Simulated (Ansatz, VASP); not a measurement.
# Si24O47 (V_O): VASP beside Ansatz

Aim: how closely do two programs agree when they are given the same cell, functional and k mesh? The cell is taken from a series of runs on this material, whose earlier steps may have relaxed, scaled, displaced or heated it; both programs get it as it stands.

Program: Ansatz 0.2.0. Level of theory: plane waves, with VASP 6.6.1 beside it; single point at PBEsol. Results are calculated unless marked as measured.

**1. The starting structure**

The cell holds 71 atoms: 24 Si and 47 O. Cell: a = 9.897 Å, b = 9.897 Å, c = 10.883 Å, α = 90.0°, β = 90.0°, γ = 120.0°. It derives from SiO2 (SiO2 (P3_121)). Nearest the centre at fractional (0.294, 0.427, 0.559): Si12 at 1.25 Å, Si4 at 1.41 Å, O45 at 2.14 Å, O30 at 2.41 Å, O46 at 2.45 Å, O25 at 2.45 Å, O32 at 2.55 Å, O33 at 2.70 Å.

As a file:

```xyz
71
Lattice="9.8968 0.0000 0.0000 -4.9484 8.5709 0.0000 0.0000 0.0000 10.8826" Properties=species:S:1:pos:R:3 pbc="T T T"
Si    1.3076    2.2356    0.0025
Si    8.6869    2.0550    3.6681
Si   -2.6065    8.5489    1.8287
Si    1.2334    2.4022    5.6315
Si   -1.1680    2.0278    9.0484
Si   -2.5667    8.5082    7.2956
Si   -1.1386    6.5393   10.8783
Si    6.2637    6.2818    3.6360
Si   -0.1119    4.2882    1.8253
Si   -1.0766    6.4547    5.3873
Si    6.2287    6.3214    9.1103
Si    0.1245    4.0246    7.0768
Si    6.2766    2.3474   10.8693
Si    3.6243    2.1070    3.6892
Si    7.3357    0.0628    1.7862
Si    6.1540    2.2760    5.4703
Si    3.7942    2.0086    9.0762
Si    7.2668    0.0001    7.2596
Si    3.7633    6.5664    0.0078
Si    1.3389    6.3754    3.5736
Si    4.7569    4.3067    1.8290
Si    3.7978    6.5950    5.4487
Si    1.3483    6.2079    8.9827
Si    4.7664    4.3116    7.2846
O     0.1653    1.9023    4.4979
O     0.8286    3.6256    0.6817
O    -1.0584    3.1631    2.4951
O     1.3773    1.0680    1.1217
O     3.1148    0.6959    3.0652
O     2.6045    2.7437    4.7964
O     0.2748    1.7589    9.7312
O    -0.9849    3.0730    7.8190
O     1.5281    1.1082    6.5817
O     3.3285    0.5922    8.4430
O     2.7670    2.4901   10.2335
O    -2.1680    6.0202    4.2685
O    -1.5719    7.9357    0.7207
O    -3.5406    7.3736    2.4391
O    -1.0679    5.4042    1.1513
O     0.8223    4.9596    2.9735
O     0.2916    6.9452    4.6713
O    -2.2012    6.0833    9.7424
O    -1.6235    7.7005    6.2580
O    -3.6145    7.4687    7.9657
O    -0.7462    5.1401    6.2733
O     0.9740    4.7985    8.2523
O     0.2936    6.6691   10.1316
O     5.0368    1.7889    4.4081
O     5.7009    3.7124    0.6453
O     3.8071    3.1574    2.4635
O     6.4160    1.2441    1.1705
O     8.2887    0.6401    2.9717
O     7.5430    2.5332    4.6992
O     5.2616    1.7999    9.7266
O     5.7298    3.6851    6.1447
O     3.8254    3.1467    7.9121
O     6.3091    1.1387    6.6189
O     8.1538    0.6274    8.4666
O     7.7130    2.6351   10.1672
O     2.7760    6.1212    4.2779
O     3.2767    7.9952    0.5935
O     1.4323    7.4727    2.3871
O     3.8078    5.4662    1.2043
O     5.6965    4.8975    3.0134
O     5.2700    6.8138    4.8081
O     2.7934    6.0332    9.7016
O     3.3060    7.9942    6.1031
O     1.4022    7.3715    7.8494
O     3.8292    5.4517    6.6088
O     5.6965    4.9381    8.4563
O     5.2453    6.8051   10.2959
```

**2. VASP: single point, PBEsol**

With cell and atoms fixed, the geometry can't cause a difference; cores, projectors, grids and the points listed under the comparison can.

Lines of VASP's logs that name or quote its potential files are left out, and so is its time.

Contents of INCAR:

```
SYSTEM = Si24O47
PREC = Accurate
ENCUT = 520
EDIFF = 1E-06
NELM = 120
ISMEAR = 0
SIGMA = 0.01
LREAL = Auto
ALGO = Normal
GGA = PS
NBANDS = 240
LORBIT = 11
LWAVE = .FALSE.
LCHARG = .FALSE.
ISIF = 2
ISYM = 0
LASPH = .TRUE.
GGA_COMPAT = .FALSE.
EFERMI = MIDGAP
NCORE = 2
```

Contents of POSCAR:

```
Si24O47
1.0
    9.8968060870      0.0000000000      0.0000000000
   -4.9484030435      8.5708854877      0.0000000000
    0.0000000000      0.0000000000     10.8826431705
Si O
24 47
Direct
    0.2625426443      0.2608380245      0.0002329038
    0.9976301468      0.2397680574      0.3370590877
    0.2353550400      0.9974397746      0.1680411733
    0.2647667659      0.2802789101      0.5174741896
    0.0002740919      0.2365930448      0.8314566955
    0.2369932739      0.9926854564      0.6703865422
    0.2664367214      0.7629660044      0.9996033543
    0.9993610827      0.7329244310      0.3341061016
    0.2388575206      0.5003275081      0.1677261263
    0.2677670534      0.7530927945      0.4950348536
    0.9981315457      0.7375425750      0.8371423675
    0.2473593252      0.4695627651      0.6502874221
    0.7711442434      0.2738748872      0.9987755497
    0.4891231385      0.2458336184      0.3390000544
    0.7448790347      0.0073263434      0.1641340189
    0.7545942764      0.2655539982      0.5026663198
    0.5005550351      0.2343559617      0.8340044230
    0.7342649439      0.0000067864      0.6670807064
    0.7633165201      0.7661258586      0.0007150220
    0.5072024180      0.7438412821      0.3283769588
    0.7318846795      0.5024764552      0.1680690819
    0.7684759295      0.7694637715      0.5006755876
    0.4983843385      0.7242952141      0.8254111059
    0.7331314477      0.5030529339      0.6693739734
    0.1276812295      0.2219479655      0.4133119916
    0.2952246078      0.4230084773      0.0626370897
    0.0775839628      0.3690518947      0.2292694440
    0.2014709647      0.1246053711      0.1030680770
    0.3553261019      0.0811922167      0.2816636944
    0.4232248595      0.3201235683      0.4407381236
    0.1303721461      0.2052172581      0.8941959837
    0.0797571594      0.3585426049      0.7184799137
    0.2190523899      0.1292953722      0.6047865786
    0.3708668218      0.0690922827      0.7758191411
    0.4248525451      0.2905319546      0.9403524133
    0.1321365911      0.7024005487      0.3922318725
    0.3041179602      0.9258940802      0.0662245321
    0.0724060818      0.8603130277      0.2241239831
    0.2073613972      0.6305337244      0.1057964929
    0.3724191197      0.5786592468      0.2732310036
    0.4346283675      0.8103268455      0.4292446893
    0.1324592169      0.7097589122      0.8952251813
    0.2851845855      0.8984464768      0.5750414775
    0.0704808689      0.8714073902      0.7319652562
    0.2244582893      0.5997185800      0.5764511181
    0.3783490227      0.5598621800      0.7583016321
    0.4187214750      0.7781079944      0.9309891594
    0.6132926473      0.2087202553      0.4050617730
    0.7926016947      0.4331351659      0.0592993291
    0.5688689672      0.3683813076      0.2263732454
    0.7208637272      0.1451555185      0.1075576890
    0.8748535580      0.0746820968      0.2730663142
    0.9099453260      0.2955623270      0.4318027128
    0.6366451496      0.2100071074      0.8937752718
    0.7939285251      0.4299582297      0.5646337929
    0.5701031791      0.3671406838      0.7270386628
    0.7039210274      0.1328569461      0.6082029999
    0.8604801329      0.0731958063      0.7779893009
    0.9330650820      0.3074473385      0.9342624809
    0.6375838474      0.7141864834      0.3930916946
    0.7975071518      0.9328326503      0.0545351977
    0.5806575243      0.8718680752      0.2193486818
    0.7036304541      0.6377693512      0.1106586719
    0.8612995137      0.5714166046      0.2769027307
    0.9299942291      0.7949901800      0.4418164506
    0.6342043086      0.7039126279      0.8914754773
    0.8004055433      0.9327124273      0.5608059662
    0.5717181323      0.8600648666      0.7212781701
    0.7049475004      0.6360684547      0.6072811031
    0.8636661468      0.5761456531      0.7770483755
    0.9269824353      0.7939754270      0.9460873145
```

Contents of KPOINTS:

```
Points of the shifted mesh
1
Reciprocal
 0.2500000000  0.2500000000  0.2500000000 1
```

Potentials, in the order of the species: Si and O (PBE family, release 64).

Run with:

```sh
mpirun -np 8 vasp_std
```

Numbers of over 12 decimals in the logs are rounded to 6 here.

The program printed:

```text
[banner, memory and clock lines left out]
running    8 mpi-ranks, on    1 nodes
[...]
|                                                                             |
|               ----> ADVICE to this user running VASP <----                  |
|                                                                             |
|     You enforced a specific xc type in the INCAR file but a different       |
|     [... a line on the potential file left out ...]
|     I HOPE YOU KNOW WHAT YOU ARE DOING!                                     |
|                                                                             |

 LDA part: xc-table for (Slater+PW92), standard interpolation
 POSCAR, INCAR and KPOINTS ok, starting setup
[...]
entering main loop
       N       E                     dE             d eps       ncg     rms          rms(c)
DAV:   1     0.241401586204E+04    0.24140E+04   -0.19855E+05   488   0.146E+03
DAV:   2    -0.448130853734E+03   -0.28621E+04   -0.28004E+04   576   0.338E+02
DAV:   3    -0.646491059956E+03   -0.19836E+03   -0.19735E+03   576   0.943E+01
DAV:   4    -0.649770074177E+03   -0.32790E+01   -0.32680E+01   576   0.128E+01
[...]
DAV:  14    -0.581632914668E+03   -0.26505E-04   -0.39152E-05   584   0.189E-02    0.165E-02
DAV:  15    -0.581632923012E+03   -0.83448E-05   -0.21319E-05   528   0.104E-02    0.488E-03
DAV:  16    -0.581632923861E+03   -0.84867E-06   -0.15366E-06   416   0.392E-03
   1 F= -.58163292E+03 E0= -.58163292E+03  d E =0.000000E+00
```

From OUTCAR (step 2):

```text
  Total        3.7156199     -2.1120277      0.1367428      1.8533198     -4.4377098      0.4082495
  in kB        6.4489160     -3.6656842      0.2373339      3.2166648     -7.7021920      0.7085673
  external PRESSURE =       1.0068553 kB  Pullay stress =       0.0000000 kB

 POSITION                                       TOTAL-FORCE (eV/Angst)
 -----------------------------------------------------------------------------------
      1.30760      2.23561      0.00253         0.006238      0.012368     -0.002106
      8.68688      2.05502      3.66809         0.006261     -0.005593      0.008615
     -2.60647      8.54894      1.82873        -0.008172     -0.005957      0.000087
      1.23341      2.40224      5.63149        -0.030528      0.049031      0.049295
     -1.16805      2.02781      9.04845         0.006314     -0.012515      0.004356
     -2.56673      8.50819      7.29558        -0.006476      0.002021     -0.016820
     -1.13859      6.53929     10.87833         0.012528      0.016743     -0.004836
      6.26368      6.28181      3.63596         0.011466     -0.015350      0.005375
     -0.11190      4.28825      1.82530        -0.013518     -0.002642     -0.001860
     -1.07657      6.45467      5.38729        -0.002813      0.010749      0.015805
      6.22866      6.32139      9.11032         0.009829     -0.017479      0.002739
      0.12448      4.02457      7.07685         0.024505     -0.042047     -0.047818
      6.27662      2.34735     10.86932         0.007570      0.016036      0.002274
      3.62427      2.10701      3.68922        -0.000902     -0.013146     -0.001653
[...]
-----------------------------------------------------------------------------------
    total drift:                               -0.011454      0.006713     -0.025047

  FREE ENERGIE OF THE ION-ELECTRON SYSTEM (eV)
  ---------------------------------------------------
  free  energy   TOTEN  =      -581.6329238610 eV

  energy  without entropy=     -581.6329238610  energy(sigma->0) =     -581.63292386

[... 3 further parts left out ...]
[key lines of the parts left out:]
E-fermi :   4.2375
```

The run ends at a pressure of 0.10 GPa, with forces up to 0.076 eV/Å.

**3. Ansatz: single point, PBEsol**

Ansatz runs on PAW files that the input asks for by source.

The same cell, functional and mesh now go to Ansatz.

Contents of input.yaml:

```yaml
crystal:
  checkpoint: "../q0.relax.run"
  host: checkpoint
basis:
  ecutwfc: 950
  xc_grid: 2
hamiltonian:
  xc: pbesol
  pseudopotentials: { kind: paw, source: ansatz }
kpoints:
  mp_grid: { grid: [1, 1, 1], shift: [0.25, 0.25, 0.25] }
scf:
  occupations: { method: fixed }
  max_iter: 80
output:
  forces: true
  charged_corrections:
    epsilon: [2.49, 2.49, 2.52]
    static_epsilon: [4.64, 4.64, 4.86]
    defect_position: [0.293757, 0.427298, 0.55936]
  eigenvalues: true
checkpoint:
  write: "../q0.fhard.run"
  compress: false
  write_wavefunctions: false
  write_every: 100000
```

Run with:

```sh
ansatz run input.yaml --threads 8 --pin off --max-ram 18841MiB --backend cpu --events-out ev --progress --plain --runs-dir out
```

The program printed:

```text
crystal.checkpoint: the structure is that of <dir>, a `relax` run, at its step 9: its result, under pbesol at a charge of 0 e; 71 atoms read, 0 with a starting moment; no density is read with it (checkpoint.read); crystal.structure_sha256 for this input is
Engine: ansatz 0.2.0, aarch64-unknown-linux-gnu
Pseudopotentials: kind: paw
Pseudopotential: Si, paw, valence charge 4, recommended cutoff 460 eV (normal), Si.paw.azcp
Pseudopotential: O, paw, valence charge 6, recommended cutoff 930 eV (normal), O.paw.azcp
Functional definition: PBEsol
  exchange = pbesol_x
  correlation = pbesol_c
Crystal: 71 atoms, lattice volume = 923.114 Å³
Basis set: ecut = 950 eV, 61321 PW (Γ), exchange–correlation on 240×240×250 points (8 copies of the dense FFT grid, shifted against one another)
Bands: 260, of which v1, the nominal top of the filled ones, is band 189 counted from 1 (188 counted from 0)
Symmetry: 1 space group operations
Space group: P1 (ITA 1), of the structure as read, at distance tolerance 9.7e-5 Å
k-points: 1
Non-local potential: Si, projectors of the file, l = 0: 2, l = 1: 3, l = 2: 1
Non-local potential: O, projectors of the file, l = 0: 2, l = 1: 2, l = 2: 1
PAW form: soft (Blöchl's): semilocal exchange-correlation on the pseudo side does not see the compensation charge
PAW frozen core: Si, regenerated for the run's functional, and the local potential with it (the file was generated under x = pbe(κ = 0.804, μ = 0.219515), c = pbe(β = 0.066725))
PAW frozen core: O, regenerated for the run's functional, and the local potential with it (the file was generated under x = pbe(κ = 0.804, μ = 0.219515), c = pbe(β = 0.066725))
PAW one-centre angular grid: Si, 110 points (default); XC on 64 Gauss nodes
PAW one-centre angular grid: O, 110 points (default); XC on 64 Gauss nodes
Initial density: superposition of atomic densities (chi_scale 0.1, normalization cell, long waves kept (reshape's long-wave potential 0.19 eV rms))
Initial wavefunctions: pseudopotential atomic-orbital guess
Functional: x = pbesol(κ = 0.804, μ = 0.123457), c = pbesol(β = 0.046)
SCF iter   1: F=—  HF=-41389.004018 eV  |F-HF|=—  |Δ(HF+E_count)|=         —  Δρ=1.21e-1  dr2=1.22e2  ethr=3.10e-3  ⟨swp⟩=6.0  Hψ=1189  notcnv=0  defer=68
preconditioner: auto → Resta (q_TF=auto, 2.351 Å⁻¹)  ε∞=2.8  [insulator: Δε(μ)=6.806 eV  Ē_g=17.707 eV  n_scr=212 (ndim 8)  ℏωp=23.8 eV  f_vac=0.010  ε∞_Penn≈2.8]
SCF iter   2: F=—  HF=-41354.675536 eV  |F-HF|=—  |Δ(HF+E_count)|=    3.43e1  Δρ=4.37e-2  dr2=7.23e0  ethr=3.10e-3  ⟨swp⟩=4.0  Hψ=631  notcnv=0  defer=68
SCF iter   3: F=—  HF=-41353.771312 eV  |F-HF|=—  |Δ(HF+E_count)|=   9.04e-1  Δρ=2.09e-2  dr2=2.32e0  ethr=1.91e-3  ⟨swp⟩=2.0  Hψ=195  notcnv=0  defer=28
automatic band count: iteration 3 solves 219 bands in place of 260: the levels show a gap, and the empty bands left out lie too high to hold charge; the band table lists the bands solved (type scf.n_extra_bands for more)
SCF iter   4: F=—  HF=-41353.677392 eV  |F-HF|=—  |Δ(HF+E_count)|=   9.39e-2  Δρ=3.55e-3  dr2=7.63e-2  ethr=6.15e-4  ⟨swp⟩=3.0  Hψ=394  notcnv=0  defer=26
SCF iter   5: F=—  HF=-41353.692611 eV  |F-HF|=—  |Δ(HF+E_count)|=   1.52e-2  Δρ=1.45e-3  dr2=1.43e-2  ethr=2.02e-5  ⟨swp⟩=3.0  Hψ=385  notcnv=0  defer=28
SCF iter   6: F=—  HF=-41353.702527 eV  |F-HF|=—  |Δ(HF+E_count)|=   9.92e-3  Δρ=5.34e-4  dr2=1.88e-3  ethr=3.78e-6  ⟨swp⟩=3.0  Hψ=385  notcnv=0  defer=28
SCF iter   7: F=—  HF=-41353.703516 eV  |F-HF|=—  |Δ(HF+E_count)|=   9.90e-4  Δρ=1.56e-4  dr2=1.47e-4  ethr=4.99e-7  ⟨swp⟩=2.0  Hψ=380  notcnv=0  defer=28
SCF iter   8: F=—  HF=-41353.703633 eV  |F-HF|=—  |Δ(HF+E_count)|=   1.17e-4  Δρ=5.12e-5  dr2=1.64e-5  ethr=3.88e-8  ⟨swp⟩=2.0  Hψ=383  notcnv=0  defer=28
SCF iter   9: F=—  HF=-41353.703285 eV  |F-HF|=—  |Δ(HF+E_count)|=   3.48e-4  Δρ=1.28e-5  dr2=1.24e-6  ethr=4.35e-9  ⟨swp⟩=2.0  Hψ=365  notcnv=0  defer=26
SCF iter  10: F=—  HF=-41353.703287 eV  |F-HF|=—  |Δ(HF+E_count)|=   1.80e-6  Δρ=8.00e-6  dr2=3.92e-7  ethr=3.28e-10  ⟨swp⟩=2.0  Hψ=385  notcnv=0  defer=26
SCF iter  11: F=-41353.703287 eV  HF=-41353.703287 eV  |F-HF|=2.02e-8  |Δ(HF+E_count)|=   1.50e-8  Δρ=1.54e-6  dr2=1.27e-8  ethr=2.65e-11  ⟨swp⟩=17.0  Hψ=1468  notcnv=0
SCF 1 converged in 11 iterations: F = -41353.703287 eV  dr2 = 1.27e-8
  greatest PAW one-centre occupation: 0.515 electrons in one spin orbital (limit 2), on the O atom at site 13 (counted from 0), in its partial waves of l = 0
SCF converged after 11 iterations
Free energy (F): -41353.703287 eV
Harris-Foulkes:  -41353.703287 eV  (|F-HF|=2.02e-8)
Internal energy: -41353.703287 eV  (E = F + TS)
E sigma→0 (E₀):  -41353.703287 eV
Fermi energy:    2.643963 eV
--- Per-component energies (eV) ---
  E_band       = -1716.179415
  E_kinetic    = 12576.775214
  E_local      = -28333.805879  (includes V_loc(G=0)·N_el)
  E_nonlocal   = 4556.605675
  E_hartree    = 8472.530803
  E_xc         = -5569.086493
  E_vxc        = -6474.642458  (∫ρ·V_xc dr)
  E_paw        = -18431.663213  (= ΣΔE_a)
  E_vpaw       = -986.177583  (= ΣTr[D̂ρ^β])
  E_aug_tail   = 0.000217  (compensation charges beyond the density's cutoff)
  E_ewald      = -14627.476031
  E_core_change = 2.416420  (= ΣΔE_core)
  E_smearing   = -0.000000  (= −TS)
  E_closure    = 0.000000  (closes the sum)
  Σ components = -41353.703287   (vs F -41353.703287, Δ=0.00e0)
--- Forces (eV/Å), atoms counted from 1 ---
  atom   1  Si     0.00118917    -0.00124702    -0.00012053
  atom   2  Si    -0.00054055     0.00256714     0.00239261
  atom   3  Si    -0.00352699     0.00122645     0.00162088
  atom   4  O     -0.01541544     0.01025538    -0.00123215
  atom   5  O     -0.00661916    -0.01303658     0.00769903
  atom   6  O      0.01415095     0.00204851     0.00741063
  atom   7  O      0.01516226     0.00119162    -0.00785379
  atom   8  O     -0.00277815     0.01241265    -0.00969467
  atom   9  O     -0.00200888    -0.01078967    -0.00584394
  atom  10  Si     0.01121518    -0.02707607    -0.01599433
  atom  11  Si     0.00197248    -0.00104635    -0.00131202
  atom  12  Si    -0.00090720     0.00085117     0.00039301
  atom  13  O     -0.00778676     0.01265132     0.00868921
  atom  14  O      0.01170579    -0.00716934     0.00982536
  atom  15  O      0.01088371    -0.00315655     0.00299849
  atom  16  O     -0.00561534     0.01493663    -0.00809277
  atom  17  O     -0.00940518    -0.01141398    -0.00761561
  atom  18  Si     0.00005557    -0.00374479    -0.00153059
  atom  19  Si     0.00126298    -0.00093916    -0.00094520
  atom  20  Si    -0.00236144    -0.00027644    -0.00109958
  atom  21  O     -0.00943748     0.01122124     0.00794152
  atom  22  O     -0.00752516    -0.01346039     0.00549148
  atom  23  O      0.01416122     0.00236839     0.00959710
  atom  24  O      0.01619861    -0.00207999    -0.00572375
[...]
atom  64  Si     0.00195324     0.00233844     0.00052749
  atom  65  Si     0.00268182    -0.00080510    -0.00037587
  atom  66  O     -0.00729507     0.01078189     0.00911278
  atom  67  O     -0.00643091    -0.01538514     0.00700088
  atom  68  O      0.01479559     0.00352469     0.00689349
  atom  69  O      0.01474497    -0.00253177    -0.00635600
  atom  70  O     -0.00547189     0.01456995    -0.00801205
  atom  71  O     -0.00934153    -0.01283463    -0.01074200
  max |Σ_I F_I| component: 8.95e-6 eV/Å
--- Band table (eV) ---
  k-point 0: bands = [... 185 lower, 2.1253, 2.1386, 2.1886, 2.6440, 8.5992, 8.8425, 9.0122, 9.2852, ... 26 higher]
```

**4. Comparison**

Known differences besides the potentials themselves: fixed occupations in Ansatz, narrow Gaussian smearing in VASP; the cutoff is 950 eV in Ansatz and 520 eV in VASP (PREC = Accurate, projectors in real space); Ansatz makes its cores anew for this functional, VASP keeps those of its PBE data sets. Total energies have different zeros and are not compared.

Both answers:

```csv
quantity,Ansatz,VASP,difference
gap on the k mesh (eV),5.955,5.956,0.000
```

At this near-relaxed geometry the largest component of a force difference is 76 meV/Å. A gap on the mesh is an upper bound, since the band edges may lie between its points.

**5. Outcome**

```
r.m.s. force difference (single point, PBEsol) : 18 meV/Å
```

In words: The r.m.s. force difference is 18 meV/Å (single point, PBEsol), beyond the 12 meV/Å picked in this series as the mark of a large difference. What causes the difference of the single point, PBEsol pair stays open here. 2 further runs of this series are not shown here. How closely two codes agree says nothing of how well the functional describes the real material.

[Lines on the potential files, build, host, timing and source positions are cut from VASP's logs without a mark.]

[Logs are printed without paths, hosts, clocks, repeated set-up lines and the standing remarks that a program may print on its own settings, such as how far it seeks lower states.]

[Hosts, paths, dates, database ids (printed as entryN), source tags and the programs' standing remarks are cut or masked in the printed files.]
